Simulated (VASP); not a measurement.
## Input and output of a VASP r²SCAN single-point calculation on BeS (strained zincblende)

INCAR

```
ALGO = Normal
ISMEAR = 0
NELM = 120
NBANDS = 11
LELF = .TRUE.
METAGGA = R2SCAN
EDIFF = 1E-7
LWAVE = .FALSE.
SIGMA = 0.01
LREAL = .FALSE.
IBRION = -1
NSW = 0
ISIF = 2
PREC = Accurate
LASPH = .TRUE.
ENCUT = 520
LCHARG = .TRUE.
```

KPOINTS

```
KPOINTS created by Atomic Simulation Environment
0
Gamma
10 10 10
0 0 0
```

KPOINTS_OPT

```
special points
7
Reciprocal
0.0000000000 0.0000000000 0.0000000000 1
-0.5000000000 -0.5000000000 0.0000000000 1
-0.3750000000 -0.3750000000 0.2500000000 1
-0.3750000000 0.0000000000 0.3750000000 1
0.0000000000 0.0000000000 0.5000000000 1
-0.5000000000 -0.2500000000 0.2500000000 1
-0.0375000000 0.0000000000 0.0375000000 1
```

POSCAR

```
Be S
 1.0000000000000000
     0.0000000000000000    2.4221346991999999    2.4343062303999998
     2.4221346991999999    0.0000000000000000    2.4343062303999998
     2.4221346991999999    2.4221346991999999    0.0000000000000000
 Be  S
   1   1
Cartesian
  0.0000000000000000  0.0000000000000000  0.0000000000000000
  1.2110673496000000  1.2110673496000000  1.2171531151999999
```

VASP ran with the recommended PBE PAW datasets (8 valence electrons in the cell).

Command

```
mpirun -np 1 vasp_std
```

From OUTCAR

```
k-points           NKPTS =    102   k-points in BZ     NKDIM =    102   number of bands    NBANDS=     11

   NELECT =       8.0000    total number of electrons

   dimension x,y,z NGX =    28 NGY =   28 NGZ =   28
   dimension x,y,z NGXF=    56 NGYF=   56 NGZF=   56

  energy-cutoff  :      520.00
  volume of cell :       28.56
      direct lattice vectors                 reciprocal lattice vectors
     0.000000000  2.422134699  2.434306230    -0.206429477  0.206429477  0.205397330
     2.422134699  0.000000000  2.434306230     0.206429477 -0.206429477  0.205397330
     2.422134699  2.422134699  0.000000000     0.206429477  0.206429477 -0.205397330

 k-points in reciprocal lattice and weights: KPOINTS created by Atomic Simulation Env
   0.00000000  0.00000000  0.00000000       0.001
   0.10000000 -0.00000000  0.00000000       0.008
   0.20000000 -0.00000000  0.00000000       0.008
   0.30000000  0.00000000  0.00000000       0.008
   0.40000000  0.00000000  0.00000000       0.008
   0.50000000 -0.00000000  0.00000000       0.004
   0.10000000  0.10000000  0.00000000       0.002
   0.20000000  0.10000000  0.00000000       0.008
   ...

 E-fermi :   4.0436

 k-point     1 :       0.0000    0.0000    0.0000
  band No.  band energies     occupation
      1     -10.3343      2.00000
      2       3.9336      2.00000
      3       3.9617      2.00000
      4       3.9617      2.00000
      5      10.2089      0.00000
      6      10.2089      0.00000
      7      10.2142      0.00000
      8      10.6272      0.00000
      9      17.3153      0.00000
     10      17.4304      0.00000
     11      19.8482      0.00000

 k-point     2 :       0.1000   -0.0000    0.0000
  band No.  band energies     occupation
      1     -10.2151      2.00000
      2       3.1257      2.00000
      3       3.8076      2.00000
      4       3.8300      2.00000
      5      10.2113      0.00000
      6      10.4589      0.00000
      7      10.4618      0.00000
      8      11.4657      0.00000
      9      16.8232      0.00000
     10      16.9205      0.00000
     11      19.7701      0.00000

 k-point     3 :       0.2000   -0.0000    0.0000
  band No.  band energies     occupation
      1      -9.8753      2.00000
      2       1.4493      2.00000
      3       3.4967      2.00000
      4       3.5277      2.00000
      5      10.1714      0.00000
      6      10.9574      0.00000
      7      10.9646      0.00000
      8      13.1803      0.00000
      9      16.3522      0.00000
     10      16.4106      0.00000
     11      19.3848      0.00000

 k-point     4 :       0.3000    0.0000    0.0000
  band No.  band energies     occupation
      1      -9.3804      2.00000
      2      -0.2369      2.00000
      3       3.1755      2.00000
      4       3.2153      2.00000
      5      10.1146      0.00000
      6      11.2007      0.00000
      7      11.2297      0.00000
      8      14.7964      0.00000
      9      16.8680      0.00000
     10      16.8758      0.00000
     11      19.1429      0.00000

 k-point     5 :       0.4000    0.0000    0.0000
  band No.  band energies     occupation
      1      -8.8851      2.00000
      2      -1.5070      2.00000
      3       2.9513      2.00000
      4       2.9973      2.00000
      5      10.0656      0.00000
      6      11.1360      0.00000
      7      11.1786      0.00000
      8      15.7569      0.00000
      9      18.3445      0.00000
     10      18.3764      0.00000
     11      19.5844      0.00000

 k-point     6 :       0.5000   -0.0000    0.0000
  band No.  band energies     occupation
      1      -8.6606      2.00000
      2      -1.9976      2.00000
      3       2.8722      2.00000
      4       2.9205      2.00000
      5      10.0462      0.00000
      6      11.0709      0.00000
      7      11.1167      0.00000
      8      16.0085      0.00000
      9      19.6488      0.00000
     10      19.7008      0.00000
     11      20.2433      0.00000

 k-point     7 :       0.1000    0.1000    0.0000
  band No.  band energies     occupation
      1     -10.1766      2.00000
      2       3.2778      2.00000
      3       3.5612      2.00000
      4       3.5612      2.00000
      5       9.8925      0.00000
      6      10.8647      0.00000
      7      10.8647      0.00000
      8      11.4203      0.00000
      9      15.8760      0.00000
     10      17.6545      0.00000
     11      20.1784      0.00000

 k-point     8 :       0.2000    0.1000    0.0000
  band No.  band energies     occupation
      1      -9.9111      2.00000
      2       1.9686      2.00000
      3       3.1835      2.00000
      4       3.3812      2.00000
      5       9.9385      0.00000
      6      11.1097      0.00000
      7      11.5288      0.00000
      8      12.4915      0.00000
      9      15.3597      0.00000
     10      17.5552      0.00000
     11      20.2992      0.00000

 k-point     9 :       0.3000    0.1000    0.0000
  band No.  band energies     occupation
      1      -9.4653      2.00000
      2       0.3290      2.00000
      3       2.8650      2.00000
      4       3.0494      2.00000
      5      10.1714      0.00000
      6      11.2344      0.00000
      7      11.9356      0.00000
      8      13.2992      0.00000
      9      16.3561      0.00000
     10      17.8180      0.00000
     11      19.8765      0.00000

 k-point    10 :       0.4000    0.1000    0.0000
  band No.  band energies     occupation
      1      -8.9573      2.00000
      2      -1.0611      2.00000
      3       2.6761      2.00000
      4       2.6966      2.00000
      5      10.2553      0.00000
      6      11.1731      0.00000
      7      11.8687      0.00000
      8      14.4817      0.00000
      9      17.7844      0.00000
     10      18.9913      0.00000
     11      19.8035      0.00000

 k-point    11 :       0.5000    0.1000    0.0000
  band No.  band energies     occupation
      1      -8.6190      2.00000
      2      -1.8223      2.00000
      3       2.3917      2.00000
      4       2.7089      2.00000
      5      10.3241      0.00000
      6      11.0911      0.00000
      7      11.6346      0.00000
      8      15.7719      0.00000
      9      18.4725      0.00000
     10      19.6563      0.00000
     11      20.4886      0.00000

 k-point    12 :      -0.4000    0.1000    0.0000
  band No.  band energies     occupation
      1      -8.6929      2.00000
      2      -1.6639      2.00000
      3       2.2667      2.00000
      4       2.8928      2.00000
      5      10.4559      0.00000
      6      11.1537      0.00000
      7      11.4768      0.00000
      8      15.7945      0.00000
      9      17.8863      0.00000
     10      19.0171      0.00000
     11      20.5513      0.00000

 k-point    13 :      -0.3000    0.1000    0.0000
  band No.  band energies     occupation
      1      -9.1186      2.00000
      2      -0.6579      2.00000
      3       2.3362      2.00000
      4       3.2064      2.00000
      5      10.5706      0.00000
      6      11.3662      0.00000
      7      11.3684      0.00000
      8      14.6488      0.00000
      9      16.1867      0.00000
     10      18.9771      0.00000
     11      19.7835      0.00000

 k-point    14 :      -0.2000    0.1000    0.0000
  band No.  band energies     occupation
      1      -9.6256      2.00000
      2       0.8361      2.00000
      3       2.6143      2.00000
      4       3.5652      2.00000
      5      10.5992      0.00000
      6      11.0524      0.00000
      7      11.3788      0.00000
      8      13.4388      0.00000
      9      15.4812      0.00000
     10      17.6217      0.00000
     11      20.0379      0.00000

 k-point    15 :      -0.1000    0.1000    0.0000
  band No.  band energies     occupation
      1     -10.0210      2.00000
      2       2.3238      2.00000
      3       3.1409      2.00000
      4       3.8263      2.00000
      5      10.4288      0.00000
      6      10.5852      0.00000
      7      10.9267      0.00000
      8      12.3703      0.00000
      9      15.8985      0.00000
     10      17.0037      0.00000
     11      20.1430      0.00000

 k-point    16 :       0.2000    0.2000    0.0000
  band No.  band energies     occupation
      1      -9.7269      2.00000
      2       1.8895      2.00000
      3       2.7393      2.00000
      4       2.7393      2.00000
      5       9.3112      0.00000
      6      11.7596      0.00000
      7      12.4391      0.00000
      8      12.4391      0.00000
      9      15.1516      0.00000
     10      18.3104      0.00000
     11      21.3888      0.00000

 ...

  Total        0.2567893      0.2567893      0.1665214      0.0000000     -0.0000000      0.0000000
  in kB       14.4040855     14.4040855      9.3406865      0.0000000     -0.0000000      0.0000000
  external PRESSURE =      12.7162858 kB  Pullay stress =       0.0000000 kB

 POSITION                                       TOTAL-FORCE (eV/Angst)
 -----------------------------------------------------------------------------------
      0.00000      0.00000      0.00000        -0.000000     -0.000000     -0.000000
      1.21107      1.21107      1.21715         0.000000      0.000000      0.000000
 -----------------------------------------------------------------------------------
    total drift:                                0.000000      0.000000      0.000000

  FREE ENERGIE OF THE ION-ELECTRON SYSTEM (eV)
  ---------------------------------------------------
  free  energy   TOTEN  =       -14.7850760841 eV

  energy  without entropy=      -14.7850760841  energy(sigma->0) =      -14.78507608
```

The gap between bands v and c is 3.55 eV. The least direct gap is 6.25 eV and the pressure is 1.3 GPa.

Band v is the last that the valence electrons fill when counted band by band, and c is the next.

The run took about 62 s on one core of a shared host (Intel Xeon 6975P-C) and held 0.19 GiB at most.
